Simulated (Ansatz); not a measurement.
The system is BeTe.

```
Te Be
1.0
     0.00000    2.77000    2.77000
     2.77000    0.00000    2.77000
     2.77000    2.77000    0.00000
Te Be
1 1
Direct
  0.75000 0.75000 0.75000
  0.00000 0.00000 0.00000
```

Base run:

| Quantity | Value |
| --- | --- |
| Program | Ansatz 0.2.0 |
| Functional | HSE06 |
| Potentials or basis | all-electron PAW datasets made for the crystal |
| Cutoff | 270 eV (chosen from the basis error) |
| k mesh | 6 × 6 × 6 |
| Occupations | fermi-dirac, width 0.05 eV |
| Spin | no spin polarisation |

Its results: band gap on the k mesh 2.53 eV, indirect (least direct gap 4.42 eV); pressure 3.3 GPa.

**Question.** The run is repeated on the same cell with these changes: functional from HSE06 to PBEsol; cutoff from 270 eV (chosen from the basis error) to 180 eV (chosen from the basis error). What comes out?

**Answer.** Band gap on the k mesh 1.75 eV, indirect (least direct gap 3.58 eV); pressure 2.3 GPa.

HSE06 gives the wider gap, since exact exchange removes part of the self-interaction.

Caveats: spin-orbit coupling is left out, which moves the levels of the heavy elements.

A k mesh can miss the band edges.

The runs don't all hold the same shells in valence.
